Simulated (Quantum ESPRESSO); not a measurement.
A run of Quantum ESPRESSO 7.5:

File pw.in:

```
&CONTROL
  calculation = 'scf'
  prefix = 'pwscf'
  outdir = './tmp'
  pseudo_dir = './pseudo'
  tprnfor = .true.
  disk_io = 'nowf'
/
&SYSTEM
  ibrav = 0
  nat = 4
  ntyp = 4
  ecutwfc = 55
  ecutrho = 440
  nbnd = 30
  input_dft = 'pz'
  occupations = 'smearing'
  smearing = 'gaussian'
  degauss = 0.00367493
  nspin = 2
  starting_magnetization(1) = 12
  starting_magnetization(2) = 0
  starting_magnetization(3) = -12
  starting_magnetization(4) = -0
  tot_charge = -1
  constrained_magnetization = 'atomic'
  lambda = 0.02
/
&ELECTRONS
  conv_thr = 1.6d-07
  electron_maxstep = 100
  mixing_beta = 0.3
  mixing_ndim = 12
  startingpot = 'file'
/
ATOMIC_SPECIES
Ce1  140.1160 Ce.paw.z_12.atompaw.wentzcovitch.v1.2.upf
O1    15.9990 O.pbe-n-kjpaw_psl.0.1.UPF
Ce2  140.1160 Ce.paw.z_12.atompaw.wentzcovitch.v1.2.upf
O2    15.9990 O.pbe-n-kjpaw_psl.0.1.UPF
CELL_PARAMETERS angstrom
   0.0000000000    4.8519214600    4.8519214600
   2.4259607300    0.0000000000    2.4259607300
   2.4259607300    2.4259607300    0.0000000000
ATOMIC_POSITIONS crystal
Ce1    0.2500000000    0.5000000000    0.5000000000
O1     0.0000000000    0.0000000000    0.0000000000
Ce2    0.7500000000    0.5000000000    0.5000000000
O2     0.5000000000    0.0000000000    0.0000000000
K_POINTS automatic
3 3 3 0 0 0
HUBBARD {ortho-atomic}
U Ce1-4f 1.0
U Ce2-4f 1.0
```

start.in

```
&CONTROL
  calculation = 'scf'
  prefix = 'pwscf'
  outdir = './tmp'
  pseudo_dir = './pseudo'
  disk_io = 'nowf'
/
&SYSTEM
  ibrav = 0
  nat = 4
  ntyp = 4
  ecutwfc = 55
  ecutrho = 440
  nbnd = 30
  input_dft = 'pz'
  occupations = 'smearing'
  smearing = 'gaussian'
  degauss = 0.00367493
  nspin = 2
  starting_magnetization(1) = 0.0833
  starting_magnetization(2) = 0
  starting_magnetization(3) = -0.0833
  starting_magnetization(4) = -0
  tot_charge = -1
/
&ELECTRONS
  conv_thr = 1.6d-07
  electron_maxstep = 4
  mixing_beta = 0.3
  mixing_ndim = 12
  scf_must_converge = .false.
/
ATOMIC_SPECIES
Ce1  140.1160 Ce.paw.z_12.atompaw.wentzcovitch.v1.2.upf
O1    15.9990 O.pbe-n-kjpaw_psl.0.1.UPF
Ce2  140.1160 Ce.paw.z_12.atompaw.wentzcovitch.v1.2.upf
O2    15.9990 O.pbe-n-kjpaw_psl.0.1.UPF
CELL_PARAMETERS angstrom
   0.0000000000    4.8519214600    4.8519214600
   2.4259607300    0.0000000000    2.4259607300
   2.4259607300    2.4259607300    0.0000000000
ATOMIC_POSITIONS crystal
Ce1    0.2500000000    0.5000000000    0.5000000000
O1     0.0000000000    0.0000000000    0.0000000000
Ce2    0.7500000000    0.5000000000    0.5000000000
O2     0.5000000000    0.0000000000    0.0000000000
K_POINTS automatic
3 3 3 0 0 0
HUBBARD {ortho-atomic}
U Ce1-4f 1.0
U Ce2-4f 1.0
```

Potentials or basis: SSSP 1.3 efficiency PBE.

Launch:

```bash
$ OMP_NUM_THREADS=1 pw.x -in start.in > start.out
$ OMP_NUM_THREADS=1 pw.x -in pw.in > pw.out
```

Hardware: 1 thread of Arm Neoverse V2, with other jobs on the host.

**Question.** Estimate the wall time of this run.

**Answer.** It took 5 min on 1 thread of Arm Neoverse V2, with other jobs on the host, peak memory 0.64 GiB. Counts: scf iterations 56, k pools 1, bands 30, k points 6, g dense 60197.
